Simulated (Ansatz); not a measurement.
The system is AlNi.

```
Ni Al
1.0
     2.88100    0.00000    0.00000
     0.00000    2.88100    0.00000
     0.00000    0.00000    2.88100
Ni Al
1 1
Direct
  0.50000 0.50000 0.50000
  0.00000 0.00000 0.00000
```

Base run:

- Program: Ansatz 0.2.0
- Functional: PBEsol
- Potentials or basis: all-electron LAPW, scalar-relativistic
- Cutoff: 255 eV
- Density cutoff: 1022 eV
- Basis error allowed: 0.001 eV/atom
- k mesh: 9 × 9 × 9
- Occupations: fermi-dirac, width 0.05 eV
- Spin: collinear spin, ferromagnetic start
- Starting moments: [1.0, 0.0] μB

Its results: pressure -3.4 GPa; net moment 0.00 μB per cell.

Q: After a change of settings the same cell gave: pressure 1.9 GPa; net moment 0.00 μB per cell. Which change was it?
A. potentials or basis from all-electron LAPW, scalar-relativistic to all-electron PAW datasets made for the crystal
B. potentials or basis from all-electron LAPW, scalar-relativistic to all-electron LAPW, non-relativistic
C. functional from PBEsol to PBE
D. functional from PBEsol to LDA

A: C.

PBE binds less tightly than PBEsol, so the same cell stands under more pressure.

Not every run made on this cell is shown here.
